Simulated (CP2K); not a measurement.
**TiO2 in CP2K: the effect of functional**

The system is TiO2.

```
Ti O
1.0
     3.82735    0.00000    0.00000
    -0.00088    3.82735    0.00000
    -1.86197   -1.86240    4.79664
Ti O
2 4
Cartesian
  1.9175 -0.8835 3.5975
  0.0470 2.8485 1.1992
  0.0282 0.9564 0.8018
  1.9363 1.0085 3.9949
  1.9391 2.8678 1.5966
  0.0254 -0.9028 3.2001
```

The cell is a database's computed one.

Alike in all runs:

| Quantity | Value |
| --- | --- |
| Program | CP2K 2026.2 |
| Task | single point |
| Potentials or basis | POTENTIAL_UZH Ti GTH-PBE-q12, O GTH-PBE-q6; DZVP-MOLOPT-PBE-GTH basis |
| Density cutoff | 11565 eV |
| k mesh | 8 × 8 × 6 |
| Occupations | fermi-dirac, width 0.05 eV |
| Spin | no spin polarisation |

```csv
functional,gap on the mesh (eV),pressure (GPa),largest force (eV/Å)
LDA,?,?,?
PBEsol,1.98,-5.9,0.20
AM05,1.99,-5.2,0.21
OLYP,2.06,-0.2,0.23
vdW-DF-cx,2.01,-4.9,0.12
HLE17,2.09,-21.9,0.84
```

What does the run with functional LDA give?

gap on the mesh 1.94 eV; pressure -9.9 GPa; largest force 0.26 eV/Å.

Caveats: the potentials were made for another functional, which shifts forces and pressure; the basis of atomic orbitals isn't converged, which shifts pressures, moduli and gaps; the potentials were made for a functional far from this one (some runs).

A k mesh can miss the band edges.

Runs at the PBE level aren't shown here.
